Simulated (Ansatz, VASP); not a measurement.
# Two plane-wave programs on MoS2

```
Mo S
1.0
     3.18454    0.00000    0.00000
    -1.59227    2.75789    0.00000
     0.00000    0.00000   21.67053
Mo S
2 4
Cartesian
  0.0310 1.8429 18.4396
  1.6098 0.9509 3.2172
  1.5822 0.9587 16.8691
  -0.0051 1.8376 1.6756
  1.5373 0.9285 20.0170
  0.0080 1.8008 4.7328
```

Change from the starting cell: atoms moved at random, drawn with an rms of 0.05 Å.

Alike in both runs: task single point; functional PBEsol; k mesh 10 × 10 × 2; occupations fermi-dirac, width 0.05 eV; no spin polarisation.

|  | VASP | Ansatz |
| --- | --- | --- |
| version | VASP 6.6.1 | Ansatz 0.2.0 |
| potentials or method | VASP PAW PBE potentials, release 64 (Mo_sv, S) | Ansatz PAW |
| plane-wave cutoff (eV) | 520 | 420 |
| valence electrons in the cell | 52 | 52 |

Ansatz gave:

| Quantity | Value |
| --- | --- |
| gap on the k mesh at the Fermi level (eV) | 1.29 |
| least direct gap on the mesh (eV) | 1.76 |
| rms of the force components (eV/Å) | 0.548 |

Problem. What did VASP give for the same quantities?

Solution. gap on the k mesh at the Fermi level (eV): 1.31; least direct gap on the mesh (eV): 1.76; rms of the force components (eV/Å): 0.548.

Atom by atom the forces differ by 0.001 eV/Å (rms over components).

Caveats: the PAW data sets were made with another functional, which shifts forces and pressure a little (VASP); the PAW data sets come from PBE, with cores solved anew for the run's functional, which leaves a small shift of forces and pressure (Ansatz).
